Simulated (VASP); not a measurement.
# BN (Fmm2) in VASP: a series of runs, part 2 of 2

VASP 6.6.1. The steps go on from the part before.

**4. Single point, PBE**

Contents of INCAR:

```
PREC = Accurate
ENCUT = 460
EDIFF = 1E-7
ISMEAR = 0
SIGMA = 0.2
LREAL = False
LASPH = True
NELM = 100
ALGO = Normal
ISIF = 2
LWAVE = False
LCHARG = False
GGA = PE
ADDGRID = False
```

Contents of KPOINTS:

```
regular mesh
0
Gamma
  6 6 6
```

Contents of POSCAR:

```
BN
1.0
    0.0000000000      3.4953158300      2.1660912400
    1.2516321000      0.0000000000      2.1660912400
    1.2516321000      3.4953158300      0.0000000000
N B
1 1
Direct
    0.6643870000      0.6373240000      0.3259630000
   -0.0156690000     -0.0240960000      1.0349220000
```

Potentials or basis: VASP PAW PBE potentials, release 64 (N_s, B_s).

Started as:

```console
cat potpaw_PBE.64/N_s/POTCAR potpaw_PBE.64/B_s/POTCAR > POTCAR
mpirun -np 1 vasp_std > vasp.out
```

OUTCAR:

```text
PREC = Accurate
   ENCUT = 460
   EDIFF = 1E-7
   ISMEAR = 0
   LREAL = False
   LASPH = True
   NELM = 100
   ISIF = 2
   GGA = PE

 Found    112 irreducible k-points:

 Following reciprocal coordinates:
            Coordinates               Weight
  0.000000  0.000000  0.000000      1.000000
  0.166667  0.000000 -0.000000      2.000000
 -0.166667 -0.166667 -0.166667      2.000000
  0.000000  0.166667  0.000000      2.000000
 -0.000000  0.000000  0.166667      2.000000
  0.333333  0.000000  0.000000      2.000000
   k-points           NKPTS =    112   k-points in BZ     NKDIM =    112   number of bands    NBANDS=      8
   number of dos      NEDOS =    301   number of ions     NIONS =      2
   total plane-waves  NPLWV =  15120
   dimension x,y,z NGX =    30 NGY =   18 NGZ =   28
   dimension x,y,z NGXF=    60 NGYF=   36 NGZF=   56
   ions per type =               1   1
   NGX,Y,Z   is equivalent  to a cutoff of  12.13, 11.96, 12.54 a.u.
   NGXF,Y,Z  is equivalent  to a cutoff of  24.26, 23.92, 25.08 a.u.
 SYSTEM =  unknown system
   PREC   = accura    normal or accurate (medium, high low for compatibility)
   ISTART =      0    job   : 0-new  1-cont  2-samecut
   ICHARG =      2    charge: 1-file 2-atom 10-const
   ISPIN  =      1    spin polarized calculation?
   LNONCOLLINEAR =      F non collinear calculations
   LSORBIT =      F    spin-orbit coupling
   LASPH  =      T    aspherical Exc in radial PAW
   ENCUT  =  460.0 eV  33.81 Ry    5.81 a.u.   7.19  4.37  6.49*2*pi/ulx,y,z
   NELM   =    100;   NELMIN=  2; NELMDL= -5     # of ELM steps
   EDIFF  = 0.1E-06   stopping-criterion for ELM
   LREAL  =      F    real-space projection
   EDIFFG = 0.1E-05   stopping-criterion for IOM
   NSW    =      0    number of steps for IOM
   IBRION =     -1    ionic relax: 0-MD 1-quasi-New 2-CG
   NFREE  =      0    steps in history (QN), initial steepest desc. (CG)
   ISIF   =      2    stress and relaxation
   ISYM   =      2    0-nonsym 1-usesym 2-fastsym
   POTIM  = 0.5000    time-step for ionic-motion
   TEBEG  =    0.0;   TEEND  =   0.0 temperature during run
   PSTRESS=    0.0 pullay stress
   NELECT =       8.0000    total number of electrons
   NUPDOWN=      -1.0000    fix difference up-down
   EMIN   =  10.00;   EMAX   =-10.00  energy-range for DOS
   EFERMI =   0.00;   METHOD = LEGACY
   ISMEAR =     0;   SIGMA  =   0.20  broadening in eV -4-tet -1-fermi 0-gaus
   EFERMI_NEDOS =   21; number of points for ismear=-14 and -15
   IALGO  =     38    algorithm
   IMIX   =      4    mixing-type and parameters
     AMIX     =   0.40;   BMIX     =  1.00
     AMIX_MAG =   1.60;   BMIX_MAG =  1.00
  volume/ion in A,a.u.               =       9.48        63.95
  Fermi-wavevector in a.u.,A,eV,Ry     =   1.228047  2.320672 20.518928  1.508099
  Thomas-Fermi vector in A             =   2.362987
   LORBIT       =      0    0 simple, 1 ext, 2 COOP (PROOUT), +10 PAW based schemes
   GGA     = PE    functional components
   LHFCALC =     F    Hartree Fock is set to
   AEXX    =    0.0000 exact exchange contribution
   IVDW    =     0    specifies the selected vdW correction
   LEPSILON=     F    determine dielectric tensor
   LRPA    =     F    only Hartree local field effects (RPA)
 non-spin polarized calculation
 Gauss-broadening in eV      SIGMA  =   0.20
  energy-cutoff  :      460.00
  volume of cell :       18.95
 maximum number of plane-waves:       448
 NGX is ok and might be reduce to    30
   NGX = 15   NGY =  9   NGZ = 13

 number of electron       8.0000000 magnetization

 Free energy of the ion-electron system (eV)
  ---------------------------------------------------
  ext. energy  EPLUGINS =         0.00000000
  ---------------------------------------------------
  free energy    TOTEN  =       -17.41251967 eV

  energy without entropy =      -17.41251967  energy(sigma->0) =      -17.41251967

 E-fermi :   3.9911     XC(G=0):  -9.7088

 val. band max:        3.1048372339   @ k =   0.5000  -0.3333   0.1667
 cond. band min:       6.8179792046   @ k =   0.0000   0.5000   0.5000
 fundamental gap:      3.7131419707
 Fermi energy:         3.9911318227

 k-point     1 :       0.0000    0.0000    0.0000
  band No.  band energies     occupation
      1     -14.7154      2.00000
      2      -1.3132      2.00000
      3       1.0783      2.00000
      4       2.5156      2.00000
      5       7.8411      0.00000
      6      13.7556      0.00000
      7      15.6519      0.00000
      8      16.2081      0.00000

 k-point     2 :       0.1667    0.0000   -0.0000
  band No.  band energies     occupation
      1     -14.1586      2.00000
      2      -0.8019      2.00000
      3       0.1667      2.00000
      4       0.4372      2.00000
      5       8.9840      0.00000
      6      13.8823      0.00000
      7      14.7629      0.00000
      8      17.6912      0.00000

 k-point     3 :      -0.1667   -0.1667   -0.1667
  band No.  band energies     occupation
      1     -14.1763      2.00000
      2      -0.8283      2.00000
      3      -0.5724      2.00000
      4       1.3996      2.00000
      5       8.9382      0.00000
      6      14.1154      0.00000
      7      14.7816      0.00000
      8      16.6458      0.00000

 k-point     4 :       0.0000    0.1667    0.0000
  band No.  band energies     occupation
      1     -14.1763      2.00000
      2      -0.8400      2.00000
      3      -0.5574      2.00000
      4       1.3986      2.00000
      5       8.9246      0.00000
      6      14.2179      0.00000
      7      14.6765      0.00000
      8      16.6415      0.00000

 k-point     5 :      -0.0000    0.0000    0.1667
  band No.  band energies     occupation
      1     -14.1585      2.00000
      2      -0.8099      2.00000
      3       0.1764      2.00000
      4       0.4427      2.00000
      5       8.9453      0.00000
      6      13.9042      0.00000
      7      14.7583      0.00000
      8      17.6923      0.00000

 k-point     6 :       0.3333    0.0000    0.0000
  band No.  band energies     occupation
      1     -12.6606      2.00000
      2      -3.5609      2.00000
      3      -0.8858      2.00000
      4       0.6532      2.00000
      5      10.2917      0.00000
      6      12.0914      0.00000
      7      14.4807      0.00000
      8      20.6681      0.00000

 [... further k-points ...]
[... 5 lines left out ...]
  --------------------------------------------------------------------------------------
  -------------------------------------------------------------------------------------
  Total        0.6514963      0.0119290      1.0202863     -0.2395300      0.0399032      0.7792137
  in kB       55.0747645      1.0084252     86.2507265    -20.2488639      3.3732486     65.8714652
  external PRESSURE =      47.4446387 kB  Pullay stress =       0.0000000 kB

 VOLUME and BASIS-vectors are now :
 -----------------------------------------------------------------------------
  energy-cutoff  :      460.00
  volume of cell :       18.95
      direct lattice vectors                 reciprocal lattice vectors
     0.000000000  3.495315830  2.166091240    -0.399478409  0.143048590  0.230830535
     1.251632100  0.000000000  2.166091240     0.399478409 -0.143048590  0.230830535
     1.251632100  3.495315830  0.000000000     0.399478409  0.143048590 -0.230830535

 POSITION                                       TOTAL-FORCE (eV/Angst)
 -----------------------------------------------------------------------------------
      1.20568      3.46159      2.81962         2.373593      1.282794     -0.544592
      1.26518      3.56261      4.24605        -2.373593     -1.282794      0.544592
 -----------------------------------------------------------------------------------
    total drift:                               -0.000040      0.000028     -0.000019

  FREE ENERGIE OF THE ION-ELECTRON SYSTEM (eV)
  ---------------------------------------------------
  free  energy   TOTEN  =       -17.4125196748 eV

  energy  without entropy=      -17.4125196748  energy(sigma->0) =      -17.41251967
```

OSZICAR:

```text
N       E                     dE             d eps       ncg     rms          rms(c)
DAV:   1     0.941508733017E+01    0.94151E+01   -0.41161E+03  2456   0.986E+02
DAV:   2    -0.183152954056E+02   -0.27730E+02   -0.25897E+02  1880   0.191E+02
DAV:   3    -0.193221034768E+02   -0.10068E+01   -0.10068E+01  3208   0.491E+01
DAV:   4    -0.193247746106E+02   -0.26711E-02   -0.26711E-02  2008   0.209E+00
DAV:   5    -0.193247983473E+02   -0.23737E-04   -0.23737E-04  3288   0.347E-01    0.175E+01
DAV:   6    -0.176235210268E+02    0.17013E+01   -0.70392E+00  2832   0.292E+01    0.216E+01
DAV:   7    -0.175030197538E+02    0.12050E+00   -0.11432E-01  2632   0.632E+00    0.163E+01
DAV:   8    -0.174135323478E+02    0.89487E-01   -0.34573E-01  2800   0.120E+01    0.113E+00
DAV:   9    -0.174123372708E+02    0.11951E-02   -0.40862E-03  1920   0.129E+00    0.480E-01
DAV:  10    -0.174124309690E+02   -0.93698E-04   -0.17350E-03  2616   0.932E-01    0.133E-01
DAV:  11    -0.174124928608E+02   -0.61892E-04   -0.62983E-05  2456   0.108E-01    0.575E-02
DAV:  12    -0.174125192376E+02   -0.26377E-04   -0.29730E-05  2136   0.531E-02    0.116E-02
DAV:  13    -0.174125196094E+02   -0.37179E-06   -0.66475E-07  2848   0.970E-03    0.437E-03
DAV:  14    -0.174125196748E+02   -0.65358E-07   -0.10235E-07  2184   0.391E-03
   1 F= -.17412520E+02 E0= -.17412520E+02  d E =-.422938E-11
```

stdout:

```text
POSCAR found type information on POSCAR N B
 POSCAR found :  2 types and       2 ions
 scaLAPACK will be used
 LDA part: xc-table for (Slater+PW92), standard interpolation
 POSCAR, INCAR and KPOINTS ok, starting setup
 FFT: planning ... GRIDC
 FFT: planning ... GRID_SOFT
 FFT: planning ... GRID
 WAVECAR not read
 entering main loop
```

It took 9.6 s on 1 thread of Intel Xeon 6975P-C (Granite Rapids), shared host; peak memory 0.14 GiB.

The run converged, but some of its settings lie outside the range that counts as converged, so its numbers aren't taken as properties of the crystal.

What came out:

* Free energy: -17.4125 eV
* Pressure: 4.7 GPa
* Largest force: 2.752 eV/Å
* Band gap on the k mesh: 3.71 eV, indirect (least direct gap 4.54 eV)

Caveat: the k mesh is coarse (spacing up to 0.51 Å⁻¹), so the values aren't converged.

**5. Single point, PBE**

Changes to INCAR since step 4:

```diff
@@ -4,3 +4,3 @@
 ISMEAR = 0
-SIGMA = 0.2
+SIGMA = 0.1
 LREAL = False
```

KPOINTS is that of step 4.

Contents of POSCAR:

```
BN
1.0
    0.0000000000      3.4953158300      2.1660912400
    1.2516321000      0.0000000000      2.1660912400
    1.2516321000      3.4953158300      0.0000000000
N B
1 1
Direct
    0.6666513400      0.6666513400      0.3333486600
    0.0000486500      0.0000486500      0.9999513500
```

Started as:

```console
cat potpaw_PBE.64/N_s/POTCAR potpaw_PBE.64/B_s/POTCAR > POTCAR
mpirun -np 1 vasp_std > vasp.out
```

It took 4.7 s on 1 thread of Intel Xeon 6975P-C (Granite Rapids), shared host; peak memory 0.13 GiB.

These settings aren't checked as converged: the numbers below hold their error.

Results:

| Quantity | Value |
| --- | --- |
| Free energy | -17.5566 eV |
| Pressure | 4.0 GPa |
| Largest force | 0.010 eV/Å |
| Band gap on the k mesh | 3.85 eV, indirect (least direct gap 4.56 eV) |

Caveat: the k mesh is coarse (spacing up to 0.51 Å⁻¹), so the values aren't converged.

**6. The reference run**

An earlier run on the cell as given: functional PBE; potentials or basis VASP PAW PBE potentials, release 64 (N, B); cutoff 520 eV; k mesh 13 × 13 × 13; occupations fermi-dirac, width 0.05 eV; no spin polarisation.

* Pressure: 3.3 GPa
* Largest force: 0.010 eV/Å
* Band gap on the k mesh: 3.90 eV, indirect (least direct gap 4.65 eV)
